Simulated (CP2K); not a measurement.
Re in CP2K: the effect of functional

Re:

```
Re
1.0
     2.76080    0.00000    0.00000
    -1.38040    2.39092    0.00000
     0.00000    0.00000    4.45820
Re
2
Direct
  0.66667 0.33333 0.75000
  0.33333 0.66667 0.25000
```

Alike in all runs:

```yaml
Program: CP2K 2026.2
Task: band structure
Potentials_or_basis: POTENTIAL_UZH Re GTH-PBE-q15; TZVP-MOLOPT-PBE-GTH basis
Density_cutoff: 9184 eV
k_mesh: 11 × 11 × 6
Occupations: fermi-dirac, width 0.05 eV
Spin: no spin polarisation
```

Question: One run gave: pressure 7.2 GPa. Which functional did it use?
A. optB88-vdW
B. RPBE
C. HLE16
D. PBEsol
E. LDA

Answer: B.

| functional | pressure (GPa) |
| --- | --- |
| LDA | -8.1 |
| PBEsol | -4.3 |
| RPBE | 7.2 |
| HLE16 | -65.7 |
| optB88-vdW | 6.2 |
| r2SCAN | -0.3 |

Caveats: the potentials were made for another functional, which shifts forces and pressure; the basis of atomic orbitals isn't converged, which shifts pressures, moduli and gaps; the potentials were made for a functional far from this one (some runs); the cell as given lies far from equilibrium (some runs).

Runs at the PBE level aren't shown here.
